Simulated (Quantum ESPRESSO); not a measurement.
# Ag in Quantum ESPRESSO: notebook, part 2 of 3

Quantum ESPRESSO 7.5. The steps go on from the part before.

### 4 Work function, PBE

pw.in

```
&CONTROL
  calculation = 'scf'
  prefix = 'pwscf'
  outdir = './tmp'
  pseudo_dir = './pseudo'
  tprnfor = .true.
  disk_io = 'low'
/
&SYSTEM
  ibrav = 0
  celldm(1) = 8
  nat = 6
  ntyp = 1
  ecutwfc = 41
  nbnd = 73
  occupations = 'smearing'
  smearing = 'fd'
  degauss = 0.00367493
/
&ELECTRONS
  conv_thr = 6d-09
  electron_maxstep = 150
  mixing_beta = 0.3
  mixing_mode = 'local-TF'
/
ATOMIC_SPECIES
Ag   107.8682 Ag.upf
CELL_PARAMETERS alat
  0.6921117397114   0.0000000000000   0.0000000000000
 -0.3460558698487   0.5993863488435   0.0000000000000
  0.0000000000000   0.0000000000000   6.3719202764725
ATOMIC_POSITIONS crystal
Ag     0.6666666667    0.3333333334    0.2780352178
Ag     0.3333333333    0.6666666666    0.3668211307
Ag     0.6666666667    0.3333333334    0.4556070436
Ag     0.3333333333    0.6666666666    0.5443929564
Ag     0.6666666667    0.3333333334    0.6331788693
Ag     0.3333333333    0.6666666666    0.7219647822
K_POINTS automatic
10 10 1 0 0 0
```

pp_density.in

```
&INPUTPP
  prefix = 'pwscf'
  outdir = './tmp'
  filplot = 'density.dat'
  plot_num = 0
/
&PLOT
  nfile = 1
  filepp(1) = 'density.dat'
  iflag = 3
  output_format = 6
  fileout = 'density.cube'
/
```

pp_potential.in

```
&INPUTPP
  prefix = 'pwscf'
  outdir = './tmp'
  filplot = 'potential.dat'
  plot_num = 11
/
&PLOT
  nfile = 1
  filepp(1) = 'potential.dat'
  iflag = 3
  output_format = 6
  fileout = 'potential.cube'
/
```

pp_elf.in

```
&INPUTPP
  prefix = 'pwscf'
  outdir = './tmp'
  filplot = 'elf.dat'
  plot_num = 8
/
&PLOT
  nfile = 1
  filepp(1) = 'elf.dat'
  iflag = 3
  output_format = 6
  fileout = 'elf.cube'
/
```

Potentials or basis: PseudoDojo 0.4.1 SR PBE standard.

Started as:

```sh
$ OMP_NUM_THREADS=1 mpirun -n 2 pw.x -nk 2 -in pw.in > pw.out
$ OMP_NUM_THREADS=1 mpirun -n 1 pp.x -in pp_density.in > pp_density.out
$ OMP_NUM_THREADS=1 mpirun -n 1 pp.x -in pp_potential.in > pp_potential.out
$ OMP_NUM_THREADS=1 mpirun -n 1 pp.x -in pp_elf.in > pp_elf.out
```

pw.out:

```text
This program is part of the open-source Quantum ESPRESSO suite
     for quantum simulation of materials; please cite
[... 6 lines left out ...]
     using ibrav=0 with symmetry is DISCOURAGED, use correct ibrav instead

     K-points division:     npool     =       2
     Subspace diagonalization in iterative solution of the eigenvalue problem:
     a serial algorithm will be used

     G-vector sticks info
     --------------------
     sticks:   dense  smooth     PW     G-vecs:    dense   smooth      PW
     Sum         349     349    109                48087    48087    8215

     Using Slab Decomposition

     bravais-lattice index     =            0
     lattice parameter (alat)  =       8.0000  a.u.
     unit-cell volume          =    1353.3912 (a.u.)^3
     number of atoms/cell      =            6
[... 345 lines left out ...]
   -49.8603 -49.8595 -49.8499 -49.8482 -49.8149 -49.8078 -49.8023 -49.7879
   -49.7736 -49.7704 -49.7205 -49.7205 -49.7031 -49.7031 -49.6550 -49.6550
     1.1008   1.2433   1.3217   1.3980   1.4570   1.5541   1.6695   1.6825
     1.7665   1.8351   1.9759   2.1449   2.1947   2.2360   2.2376   2.4324
     2.4541   2.6331   2.6414   2.7532   2.7696   2.8833   3.2210   3.4331
     3.4608   3.5732   3.6003   3.7385   3.8045   3.8237   8.3896   8.7917
     9.4768  10.3181  10.6713  10.8338  11.0377  11.5809  12.1709  12.2399
    12.4581  13.2321  13.3845  13.4831  14.5106  14.6061  14.9777  15.5907
    16.0787

     the Fermi energy is     6.6757 ev

!    total energy              =   -1856.60915991 Ry
     estimated scf accuracy    <          5.8E-09 Ry
     smearing contrib. (-TS)   =      -0.00238428 Ry
     internal energy E=F+TS    =   -1856.60677563 Ry

     The total energy is F=E-TS. E is the sum of the following terms:
     one-electron contribution =  -12435.34264783 Ry
     hartree contribution      =    6236.03272977 Ry
     xc contribution           =    -276.82720373 Ry
     ewald contribution        =    4619.53034616 Ry

     convergence has been achieved in  11 iterations

     Forces acting on atoms (cartesian axes, Ry/au):

     atom    1 type  1   force =     0.00000000    0.00000000   -0.00553913
     atom    2 type  1   force =     0.00000000    0.00000000    0.00147818
     atom    3 type  1   force =     0.00000000    0.00000000   -0.00254457
     atom    4 type  1   force =     0.00000000    0.00000000    0.00254457
     atom    5 type  1   force =     0.00000000   -0.00000000   -0.00147818
     atom    6 type  1   force =     0.00000000   -0.00000000    0.00553913

     Total force =     0.008870     Total SCF correction =     0.000157

=------------------------------------------------------------------------------=
   JOB DONE.
=------------------------------------------------------------------------------=
```

pp_density.out:

```text
This program is part of the open-source Quantum ESPRESSO suite
     for quantum simulation of materials; please cite
         "P. Giannozzi et al., J. Phys.:Condens. Matter 21 395502 (2009);
         "P. Giannozzi et al., J. Phys.:Condens. Matter 29 465901 (2017);
         "P. Giannozzi et al., J. Chem. Phys. 152 154105 (2020);
     in publications or presentations arising from this work. More details at

     IMPORTANT: XC functional enforced from input :
     Exchange-correlation= PBE
                           (   1   4   3   4   0   0   0)
     Any further DFT definition will be discarded
     Please, verify this is what you really want

     G-vector sticks info
     --------------------
     sticks:   dense  smooth     PW     G-vecs:    dense   smooth      PW
     Sum         349     349    109                48087    48087    8215

     Using Slab Decomposition

     Check: negative core charge=   -0.000030

     Calling punch_plot, plot_num =   0
     Writing data to file  density.dat
     Reading data from file  density.dat

     Writing data to be plotted to file density.cube
     Plot Type: 3D                     Output format: Gaussian cube

=------------------------------------------------------------------------------=
   JOB DONE.
=------------------------------------------------------------------------------=
```

pp_potential.out:

```text
This program is part of the open-source Quantum ESPRESSO suite
     for quantum simulation of materials; please cite
         "P. Giannozzi et al., J. Phys.:Condens. Matter 21 395502 (2009);
         "P. Giannozzi et al., J. Phys.:Condens. Matter 29 465901 (2017);
         "P. Giannozzi et al., J. Chem. Phys. 152 154105 (2020);
     in publications or presentations arising from this work. More details at

     IMPORTANT: XC functional enforced from input :
     Exchange-correlation= PBE
                           (   1   4   3   4   0   0   0)
     Any further DFT definition will be discarded
     Please, verify this is what you really want

     G-vector sticks info
     --------------------
     sticks:   dense  smooth     PW     G-vecs:    dense   smooth      PW
     Sum         349     349    109                48087    48087    8215

     Using Slab Decomposition

     Check: negative core charge=   -0.000030

     Calling punch_plot, plot_num =  11
     Writing data to file  potential.dat
     Reading data from file  potential.dat

     Writing data to be plotted to file potential.cube
     Plot Type: 3D                     Output format: Gaussian cube

=------------------------------------------------------------------------------=
   JOB DONE.
=------------------------------------------------------------------------------=
```

Wall time 2.8 min (2 MPI ranks of Intel Xeon at 2.50GHz (Skylake/Cascade Lake), shared host); peak memory 0.34 GiB.

These settings aren't checked as converged: the numbers below hold their error.

What came out:

- Free energy: -25260.4545 eV
- Largest force: 0.142 eV/Å
- Band gap on the k mesh: none (metal or under the smearing width)
- Work function of the upper face: 4.64 eV
- Work function of the lower face: 4.64 eV

Caveat: the cutoff lies well under what these potentials need, so the values aren't converged.

### 5 Work function, PBE

pw.in, as its differences from that of step 4:

```diff
@@ -13,3 +13,4 @@
   ntyp = 1
-  ecutwfc = 41
+  ecutwfc = 49
+  ecutrho = 197
   nbnd = 73
```

pp_density.in is that of step 4.

pp_potential.in is that of step 4.

pp_elf.in is that of step 4.

Potentials or basis: PseudoDojo 0.4.1 SR PBE standard.

Started as:

```sh
$ OMP_NUM_THREADS=1 mpirun -n 2 pw.x -nk 2 -in pw.in > pw.out
$ OMP_NUM_THREADS=1 mpirun -n 1 pp.x -in pp_density.in > pp_density.out
$ OMP_NUM_THREADS=1 mpirun -n 1 pp.x -in pp_potential.in > pp_potential.out
$ OMP_NUM_THREADS=1 mpirun -n 1 pp.x -in pp_elf.in > pp_elf.out
```

pw.out:

```text
This program is part of the open-source Quantum ESPRESSO suite
     for quantum simulation of materials; please cite
[... 6 lines left out ...]
     using ibrav=0 with symmetry is DISCOURAGED, use correct ibrav instead

     K-points division:     npool     =       2
     Subspace diagonalization in iterative solution of the eigenvalue problem:
     a serial algorithm will be used

     G-vector sticks info
     --------------------
     sticks:   dense  smooth     PW     G-vecs:    dense   smooth      PW
     Sum         421     421    121                63383    62939   10409

     Using Slab Decomposition

     bravais-lattice index     =            0
     lattice parameter (alat)  =       8.0000  a.u.
     unit-cell volume          =    1353.3912 (a.u.)^3
     number of atoms/cell      =            6
[... 375 lines left out ...]
   -49.0198 -49.0188 -49.0092 -49.0073 -48.9738 -48.9664 -48.9607 -48.9458
   -48.9298 -48.9264 -48.8805 -48.8804 -48.8622 -48.8622 -48.8163 -48.8162
     1.1336   1.2645   1.3407   1.4233   1.4662   1.5757   1.6740   1.6801
     1.7506   1.8293   1.9581   2.1564   2.1919   2.2397   2.2435   2.4445
     2.4514   2.6240   2.6331   2.7739   2.7838   2.9196   3.2270   3.4116
     3.4373   3.5383   3.5778   3.6800   3.7555   3.7556   8.3810   8.7920
     9.4886  10.3494  10.6830  10.8737  11.0482  11.5896  12.1594  12.2359
    12.4584  13.2398  13.3977  13.4851  14.5242  14.6249  15.0192  15.6451
    16.1103

     the Fermi energy is     6.6854 ev

!    total energy              =   -1859.07653294 Ry
     estimated scf accuracy    <          5.2E-09 Ry
     smearing contrib. (-TS)   =      -0.00229895 Ry
     internal energy E=F+TS    =   -1859.07423399 Ry

     The total energy is F=E-TS. E is the sum of the following terms:
     one-electron contribution =  -12442.37658023 Ry
     hartree contribution      =    6241.26717719 Ry
     xc contribution           =    -277.49517712 Ry
     ewald contribution        =    4619.53034616 Ry

     convergence has been achieved in  13 iterations

     Forces acting on atoms (cartesian axes, Ry/au):

     atom    1 type  1   force =     0.00000000   -0.00000000    0.00329043
     atom    2 type  1   force =     0.00000000    0.00000000    0.00187038
     atom    3 type  1   force =     0.00000000    0.00000000   -0.00205945
     atom    4 type  1   force =     0.00000000   -0.00000000    0.00205945
     atom    5 type  1   force =     0.00000000   -0.00000000   -0.00187038
     atom    6 type  1   force =     0.00000000    0.00000000   -0.00329043

     Total force =     0.006094     Total SCF correction =     0.000497

=------------------------------------------------------------------------------=
   JOB DONE.
=------------------------------------------------------------------------------=
```

pp_potential.out:

```text
This program is part of the open-source Quantum ESPRESSO suite
     for quantum simulation of materials; please cite
         "P. Giannozzi et al., J. Phys.:Condens. Matter 21 395502 (2009);
         "P. Giannozzi et al., J. Phys.:Condens. Matter 29 465901 (2017);
         "P. Giannozzi et al., J. Chem. Phys. 152 154105 (2020);
     in publications or presentations arising from this work. More details at

     IMPORTANT: XC functional enforced from input :
     Exchange-correlation= PBE
                           (   1   4   3   4   0   0   0)
     Any further DFT definition will be discarded
     Please, verify this is what you really want

     G-vector sticks info
     --------------------
     sticks:   dense  smooth     PW     G-vecs:    dense   smooth      PW
     Sum         421     421    121                63383    62939   10409

     Using Slab Decomposition

     Check: negative core charge=   -0.000001

     Calling punch_plot, plot_num =  11
     Writing data to file  potential.dat
     Reading data from file  potential.dat

     Writing data to be plotted to file potential.cube
     Plot Type: 3D                     Output format: Gaussian cube

=------------------------------------------------------------------------------=
   JOB DONE.
=------------------------------------------------------------------------------=
```

Wall time 3.6 min (2 MPI ranks of Intel Xeon at 2.50GHz (Skylake/Cascade Lake), shared host); peak memory 0.42 GiB.

The run converged, but some of its settings lie outside the range that counts as converged, so its numbers aren't taken as properties of the slab.

Results:

| Item | Value |
| --- | --- |
| Free energy | -25294.0248 eV |
| Largest force | 0.085 eV/Å |
| Band gap on the k mesh | none (metal or under the smearing width) |
| Work function of the upper face | 4.52 eV |
| Work function of the lower face | 4.52 eV |

Caveat: the cutoff lies well under what these potentials need, so the values aren't converged.

### 6 Work function, PBE

pw.in, as its differences from that of step 5:

```diff
@@ -13,4 +13,3 @@
   ntyp = 1
-  ecutwfc = 49
-  ecutrho = 197
+  ecutwfc = 66
   nbnd = 73
```

pp_density.in is that of step 5.

pp_potential.in is that of step 5.

pp_elf.in is that of step 5.

Potentials or basis: PseudoDojo 0.4.1 SR PBE standard.

Started as:

```sh
$ OMP_NUM_THREADS=1 mpirun -n 2 pw.x -nk 2 -in pw.in > pw.out
$ OMP_NUM_THREADS=1 mpirun -n 1 pp.x -in pp_density.in > pp_density.out
$ OMP_NUM_THREADS=1 mpirun -n 1 pp.x -in pp_potential.in > pp_potential.out
$ OMP_NUM_THREADS=1 mpirun -n 1 pp.x -in pp_elf.in > pp_elf.out
```

pw.out:

```text
This program is part of the open-source Quantum ESPRESSO suite
     for quantum simulation of materials; please cite
[... 6 lines left out ...]
     using ibrav=0 with symmetry is DISCOURAGED, use correct ibrav instead

     K-points division:     npool     =       2
     Subspace diagonalization in iterative solution of the eigenvalue problem:
     a serial algorithm will be used

     G-vector sticks info
     --------------------
     sticks:   dense  smooth     PW     G-vecs:    dense   smooth      PW
     Sum         559     559    163                98057    98057   15749

     Using Slab Decomposition

     bravais-lattice index     =            0
     lattice parameter (alat)  =       8.0000  a.u.
     unit-cell volume          =    1353.3912 (a.u.)^3
[... 350 lines left out ...]
   -48.6700 -48.6689 -48.6588 -48.6568 -48.6238 -48.6159 -48.6104 -48.5953
   -48.5786 -48.5750 -48.5251 -48.5250 -48.5063 -48.5063 -48.4596 -48.4596
     1.1443   1.2711   1.3503   1.4326   1.4838   1.5872   1.6903   1.6986
     1.7669   1.8465   1.9797   2.1729   2.2085   2.2582   2.2595   2.4587
     2.4661   2.6436   2.6527   2.7788   2.7916   2.9213   3.2364   3.4186
     3.4510   3.5559   3.5910   3.6982   3.7699   3.7708   8.3751   8.7873
     9.4905  10.3616  10.6718  10.8824  11.0492  11.5912  12.1289  12.2018
    12.4623  13.2125  13.3829  13.4898  14.5085  14.6279  15.0241  15.6524
    16.0999

     the Fermi energy is     6.6807 ev

!    total energy              =   -1860.12409296 Ry
     estimated scf accuracy    <          4.9E-09 Ry
     smearing contrib. (-TS)   =      -0.00227366 Ry
     internal energy E=F+TS    =   -1860.12181930 Ry

     The total energy is F=E-TS. E is the sum of the following terms:
     one-electron contribution =  -12445.27914496 Ry
     hartree contribution      =    6243.42223097 Ry
     xc contribution           =    -277.79525147 Ry
     ewald contribution        =    4619.53034616 Ry

     convergence has been achieved in  13 iterations

     Forces acting on atoms (cartesian axes, Ry/au):

     atom    1 type  1   force =     0.00000000    0.00000000   -0.00020866
     atom    2 type  1   force =     0.00000000   -0.00000000    0.00188317
     atom    3 type  1   force =     0.00000000    0.00000000   -0.00189268
     atom    4 type  1   force =     0.00000000    0.00000000    0.00189268
     atom    5 type  1   force =     0.00000000   -0.00000000   -0.00188317
     atom    6 type  1   force =     0.00000000   -0.00000000    0.00020866

     Total force =     0.003787     Total SCF correction =     0.000610
     SCF correction compared to forces is large: reduce conv_thr to get better values

=------------------------------------------------------------------------------=
   JOB DONE.
=------------------------------------------------------------------------------=
```

pp_density.out:

```text
This program is part of the open-source Quantum ESPRESSO suite
     for quantum simulation of materials; please cite
         "P. Giannozzi et al., J. Phys.:Condens. Matter 21 395502 (2009);
         "P. Giannozzi et al., J. Phys.:Condens. Matter 29 465901 (2017);
         "P. Giannozzi et al., J. Chem. Phys. 152 154105 (2020);
     in publications or presentations arising from this work. More details at

     IMPORTANT: XC functional enforced from input :
     Exchange-correlation= PBE
                           (   1   4   3   4   0   0   0)
     Any further DFT definition will be discarded
     Please, verify this is what you really want

     G-vector sticks info
     --------------------
     sticks:   dense  smooth     PW     G-vecs:    dense   smooth      PW
     Sum         559     559    163                98057    98057   15749

     Using Slab Decomposition

     Calling punch_plot, plot_num =   0
     Writing data to file  density.dat
     Reading data from file  density.dat

     Writing data to be plotted to file density.cube
     Plot Type: 3D                     Output format: Gaussian cube

=------------------------------------------------------------------------------=
   JOB DONE.
=------------------------------------------------------------------------------=
```

pp_potential.out:

```text
This program is part of the open-source Quantum ESPRESSO suite
     for quantum simulation of materials; please cite
         "P. Giannozzi et al., J. Phys.:Condens. Matter 21 395502 (2009);
         "P. Giannozzi et al., J. Phys.:Condens. Matter 29 465901 (2017);
         "P. Giannozzi et al., J. Chem. Phys. 152 154105 (2020);
     in publications or presentations arising from this work. More details at

     IMPORTANT: XC functional enforced from input :
     Exchange-correlation= PBE
                           (   1   4   3   4   0   0   0)
     Any further DFT definition will be discarded
     Please, verify this is what you really want

     G-vector sticks info
     --------------------
     sticks:   dense  smooth     PW     G-vecs:    dense   smooth      PW
     Sum         559     559    163                98057    98057   15749

     Using Slab Decomposition

     Calling punch_plot, plot_num =  11
     Writing data to file  potential.dat
     Reading data from file  potential.dat

     Writing data to be plotted to file potential.cube
     Plot Type: 3D                     Output format: Gaussian cube

=------------------------------------------------------------------------------=
   JOB DONE.
=------------------------------------------------------------------------------=
```

Wall time 7.8 min (2 MPI ranks of Intel Xeon at 2.50GHz (Skylake/Cascade Lake), shared host); peak memory 0.62 GiB.

The run converged, but some of its settings lie outside the range that counts as converged, so its numbers aren't taken as properties of the slab.

Results:

| Quantity | Value |
| --- | --- |
| Free energy | -25308.2776 eV |
| Largest force | 0.049 eV/Å |
| Band gap on the k mesh | none (metal or under the smearing width) |
| Work function of the upper face | 4.50 eV |
| Work function of the lower face | 4.50 eV |

[end of part 2 of 3]
